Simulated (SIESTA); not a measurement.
Crystal: PtS2.

```xyz
3
Lattice="3.5432 0.0000 0.0000 -1.7716 3.0685 0.0000 0.0000 0.0000 5.0388" Properties=species:S:1:pos:R:3 pbc="T T T"
Pt    0.0000    0.0000    0.0000
S     1.7716    1.0228    3.8950
S     0.0000    2.0457    1.1438
```

Base run:

| Item | Value |
| --- | --- |
| Program | SIESTA 5.4.2 |
| Functional | PBE |
| Potentials or basis | PseudoDojo 0.4 standard (PBE files) |
| Basis | TZP (energy shift 0.003 Ry; two zetas on semicore shells) |
| Grid cutoff | 800 Ry |
| Energy shift | 0.003 Ry |
| k mesh | 9 × 9 × 5 |
| Occupations | fermi-dirac, width 0.05 eV |
| Spin | no spin polarisation |

Its results: band gap on the k mesh 0.97 eV, indirect (least direct gap 1.02 eV); pressure 13.4 GPa; largest force 1.669 eV/Å.

Question: After a change of settings the same cell gave: band gap on the k mesh 0.97 eV, indirect (least direct gap 1.01 eV); pressure 14.7 GPa; largest force 1.916 eV/Å. Which change was it?
A. basis from TZP (energy shift 0.003 Ry; two zetas on semicore shells) to DZ (energy shift 0.003 Ry; two zetas on semicore shells)
B. basis from TZP (energy shift 0.003 Ry; two zetas on semicore shells) to DZP (energy shift 0.003 Ry; two zetas on semicore shells)
C. basis from TZP (energy shift 0.003 Ry; two zetas on semicore shells) to SZ (energy shift 0.003 Ry)
D. basis from TZP (energy shift 0.003 Ry; two zetas on semicore shells) to TZDP (energy shift 0.003 Ry; two zetas on semicore shells)

Answer: B.

Caveats: short orbitals over semicore shells can move pressures by several GPa; spin-orbit coupling is left out, which moves the levels of the heavy elements; an odd mesh through Γ misses points on the zone boundary, where band edges often lie; the basis of atomic orbitals isn't converged, which shifts pressures, moduli and gaps; forces of over 1 eV/Å show positions far from the minimum, so gaps and moduli don't describe the material at rest.
